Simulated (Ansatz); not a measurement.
The elements of this relaxed trial crystal are hidden behind letters.

```
lattice vectors (Å)
   1.8038    1.0414    4.3504
  -1.8038    1.0414    4.3504
   0.0000   -2.0829    4.3504
fractional positions
X 0.5000 0.5000 0.5000
Z 0.2890 0.2890 0.2890
Z 0.7110 0.7110 0.7110
```

All numbers below come from Ansatz, DFT PBE, scalar-relativistic, plane waves, PAW. Settings of the last relaxation (3-atom cell): 420 eV, 18×18×18 k points, Gaussian smearing of 0.10 eV, no spin polarisation.

- Space group: R-3m (No. 166)
- Conventional cell: a = 3.608 Å, c = 13.051 Å
- Volume per atom: 16.35 Å³
- Density: 8.03 g/cm³
- Formation energy: −0.16 eV/atom
- Gap on the 18×18×18 mesh of the 3-atom cell: 0 eV (a metal)

Energies are uncorrected and count from the elements' standard states at the same level.

**Question.** X is a d-block element of period 6 and Z is a p-block element of period 3. Which elements are they?

**Answer.** X = Ta, Z = Si, so the formula is TaSi2. Density times volume gives a mean mass of 8.03 × 16.35/1.6605 = 79.1 u per atom, and this set has 79.0 u. Ta is surrounded by 8 Si at 2.62–2.75 Å; around Si lie 3 Si at 2.38 Å and 4 Ta at 2.62–2.75 Å. Other sets within the hints have nearly the same mass, so mass alone doesn't settle it; this one was computed.

These runs have no spin–orbit coupling, which can matter for Ta. The cell is a metal run without spin; a magnetic state may lie lower. A structure relaxed within its symmetry needn't be a true minimum.
